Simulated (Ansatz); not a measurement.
An Ansatz input (plane waves, PAW) for MnF₂ (CdI2-type structure) that has something wrong with it:

```yaml
crystal:
  lattice:
    - [3.374312866124, -2.886737257231e-11, 0.0]
    - [-1.687156433037, 2.922240662394, 0.0]
    - [0.0, 0.0, 4.9576215098]
  atoms:
    - { symbol: Mn, position: [0.0, 0.0, 0.0], spin: 5.0 }
    - { symbol: F, position: [0.3333333333333, 0.6666666666667, 0.1942625801] }
    - { symbol: F, position: [0.6666666666667, 0.3333333333333, 0.8057374199] }
basis:
  ecutwfc: 420
  ecutrho_ratio: 4
kpoints:
  mp_grid: { grid: [8, 8, 6] }
hamiltonian:
  xc: pbe
  hubbard: { sites: [{ species: Mn, l: d, u_eff: -5.0 }] }
scf:
  occupations: { method: gaussian, width: 0.05 }
  max_iter: 50
output:
  forces: true
  stress: true
magnetization:
  spin_polarized: true
```

Launched as:
```sh
ansatz run input.yaml --threads 2 --pin off --max-ram 2662MiB --backend cpu --events-out ev --progress --plain --runs-dir out
```

What the program printed:

SCF trace (energy estimate counted from the last row):
```tsv
iteration	ΔE (eV)	density residual (eV)
1	-30.952	3.18e2
2	-7.759	2.45e1
3	-1.281	5.03e0
4	-1.204	4.80e0
5	-1.245	3.00e0
6	-1.074	3.81e0
7	-2.585	5.20e0
8	-0.378	2.25e0
9	-0.304	2.06e0
10	-0.457	2.85e0
11	-0.313	2.69e0
…	…	…
33	0.000	3.11e-10
34	0.000	6.62e-10
35	0.000	4.18e-11
36	0.000	1.38e-11
```

```
SCF 1 converged in 36 iterations: F = -5518.718396 eV  dr2 = 1.38e-11
SCF converged after 36 iterations
Magnetization: 0.0000 μB (14.5000 up, 14.5000 down)
Absolute magnetization: 0.0000 μB (∫|ρ↑−ρ↓|, with the PAW one-centre terms)
Per-site moments (μB) at R_I (Å): [(0.00000, 0.89645), (0.00000, 0.89645), (0.00000, 0.89645)]
Free energy (F): -5518.718396 eV
E sigma→0 (E₀):  -5518.696973 eV
Entropy (-TS):   -0.042846 eV (-14.282 meV/atom)
Fermi energy:    4.949312 eV
--- Forces (eV/Å), atoms counted from 1 ---
  atom   1  Mn     0.00000000     0.00000000     0.00000000
  atom   2  F      0.00000000     0.00000000    -0.92237929
  atom   3  F      0.00000000     0.00000000     0.92237929
--- Stress (GPa, compression-positive) ---
      -11.063755       0.000000       0.000000
        0.000000     -11.063755       0.000000
        0.000000       0.000000      -5.975712
  P = ⅓ Tr σ = -9.3677 GPa (-93.677 kbar)
```

What is wrong with it?

A negative U, which rewards fractional, paired occupations and so kills the moment. Against the sound input: hamiltonian.hubbard: {"sites": [{"species": "Mn", "l": "d", "u_eff": 3.9}]} → {"sites": [{"species": "Mn", "l": "d", "u_eff": -5.0}]} (the cap on iterations is only a precaution).

The run converged all the same; its pressure of -9 GPa shows the fault against the sound run's. Cost: 9.9 s on 2 threads of Arm Neoverse V1, with other jobs on the host, peak memory 0.4 GiB. The run before the change (PBE+U (U_eff = 3.9 eV on Mn 3d), 420 eV, 8×8×6 mesh) gave:

```tsv
run	P (GPa)	gap on the mesh (eV)	cell moment (μB)	largest force component (eV/Å)
sound	0.0	3.18	5.00	0.004
spoiled	-9.4	metal	0.00	0.922
```

The two runs also differ in their start: the sound one had the moments 4.73, 0.00, 0.00 μB typed, and went on from the state of an earlier run.

The start was a prototype's sites filled with these elements. The Crystallography Open Database lists the compound in space group P42/mnm, so this is a trial structure.

Of that run: With a Hubbard U or exact exchange the result depends on the state in which the open shell ends, and a lower one can't be excluded. The moments were started parallel, and the real magnetic order may be another.
